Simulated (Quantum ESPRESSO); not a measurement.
Crystal: MnO.

```xyz
4
Lattice="3.5827 0.0000 0.0000 0.0000 3.5827 0.0000 0.0000 0.0000 4.4605" Properties=species:S:1:pos:R:3 pbc="T T T"
Mn    0.0000    1.7914    0.0000
Mn    1.7914    0.0000    2.2302
O     0.0000    0.0000    1.1151
O     0.0000    0.0000    3.3454
```

Measurements of this composition are mostly on another form, of space group No. 225.

Base run:

* Program: Quantum ESPRESSO 7.5
* Functional: PBEsol
* Potentials or basis: PseudoDojo 0.4 SR PBEsol stringent
* Cutoff: 1769 eV
* Density cutoff: 7075 eV
* k mesh: 5 × 5 × 4
* Occupations: gaussian, width 0.05 eV
* Spin: collinear spin, antiferromagnetic start
* Starting moments: [5.0, -5.0, 0.0, 0.0] μB
* Hubbard terms: Mn d U = 3 eV

Its results: band gap on the k mesh none (metal or under the smearing width); pressure -4.9 GPa; net moment 0.00 μB per cell; site moments Mn +3.92, -3.92; O -0.00 μB.

Question: The run is repeated on the same cell with these changes: functional from PBEsol to revPBE. What comes out?

Answer: Band gap on the k mesh none (metal or under the smearing width); pressure 2.5 GPa; net moment 0.00 μB per cell; site moments Mn +3.96, -3.96; O -0.00 μB.

revPBE binds less tightly than PBEsol, so the same cell stands under more pressure.

Caveats: the potentials were made for another functional, which shifts forces and pressure (some runs).
